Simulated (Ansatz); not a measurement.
## In: energy from the work of forces and stress

```
In
1.0
     1.66964    0.96397    8.20746
    -1.66964    0.96397    8.20746
     0.00000   -1.92793    8.20746
In
3
Direct
  0.00000 0.00000 0.00000
  0.77801 0.77801 0.77801
  0.22199 0.22199 0.22199
```

The calculation used DFT PBE, scalar-relativistic, plane waves, PAW in Ansatz 0.2.0.

Plane waves to 420 eV, a k mesh through Γ of 15×15×15 on the computed 3-atom cell and Gaussian smearing (0.10 eV); no spin polarisation.

At the start the stress (GPa, compression positive, xx yy zz yz xz xy) is 1.65 1.65 1.58 0.00 0.00 0.00 and all forces are under 0.005 eV/Å. Each variant moves atoms by u and then strains the cell by ε, so an atom ends at (r + u)(1 + ε); shears are tensor components, each standing twice in ε. The starting volume is 79.26 Å³.

Variant 1: strain (xx yy zz yz xz xy, %) 2.86 2.86 -0.14 0.00 0.00 0.00, moves (Å) In2 (0.000, 0.000, -0.122); In3 (0.000, 0.000, 0.122). There the stress is -0.54 -0.54 0.72 0.00 0.00 0.00 GPa and the forces (eV/Å) are In1 (0.00, 0.00, 0.00); In2 (0.00, 0.00, 0.37); In3 (0.00, 0.00, -0.37).

Variant 2: strain (xx yy zz yz xz xy, %) 1.06 1.06 4.06 0.00 0.00 0.00, moves (Å) In2 (0.000, 0.000, -0.122); In3 (0.000, 0.000, 0.122). There the stress is -0.34 -0.34 -0.41 0.00 0.00 0.00 GPa and the forces (eV/Å) are In1 (0.00, 0.00, 0.00); In2 (0.00, 0.00, 0.26); In3 (0.00, 0.00, -0.26).

Variant 3: strain (xx yy zz yz xz xy, %) -5.53 -5.53 0.47 0.00 0.00 0.00, moves (Å) In2 (0.000, 0.000, 0.073); In3 (0.000, 0.000, -0.073). There the stress is 9.04 9.04 6.66 0.00 0.00 0.00 GPa and the forces (eV/Å) are In1 (0.00, 0.00, 0.00); In2 (0.00, 0.00, -0.45); In3 (0.00, 0.00, 0.45).

Variant 4: strain (xx yy zz yz xz xy, %) -4.76 -4.76 -1.76 0.00 0.00 0.00, moves (Å) In2 (0.000, 0.000, -0.037); In3 (0.000, 0.000, 0.037). There the stress is 8.66 8.66 7.35 0.00 0.00 0.00 GPa and the forces (eV/Å) are In1 (0.00, 0.00, 0.00); In2 (0.00, 0.00, 0.16); In3 (0.00, 0.00, -0.16).

Q: Estimate each change of free energy from forces and stresses by the trapezoid rule along the path (r + tu)(1 + tε), t from 0 to 1, and compare with the computed change.

A: The derivative of the energy along the path is −F·u(1 + tε) for the atoms and −V σ(1 + tε)⁻¹ : ε for the cell, with F, σ and V taken at t (σ positive in compression; 1 eV/Å³ = 160.2 GPa). Averaging t = 0 and t = 1 gives, in meV per atom:
```csv
variant,work on atoms,work on cell,sum,computed
1,14.9,-4.9,10.0,12.0
2,11.0,-6.2,4.8,9.1
3,11.1,90.3,101.4,94.2
4,1.9,88.6,90.5,85.3
```

The rule is exact for a quadratic energy surface and overshoots a term ct³ by c/2, so the difference between the last two columns measures the net anharmonic part along the path (terms of opposite sign can cancel, and the finite basis adds a little): 6 to 47 % here.

This form isn't the element's structure at ambient conditions.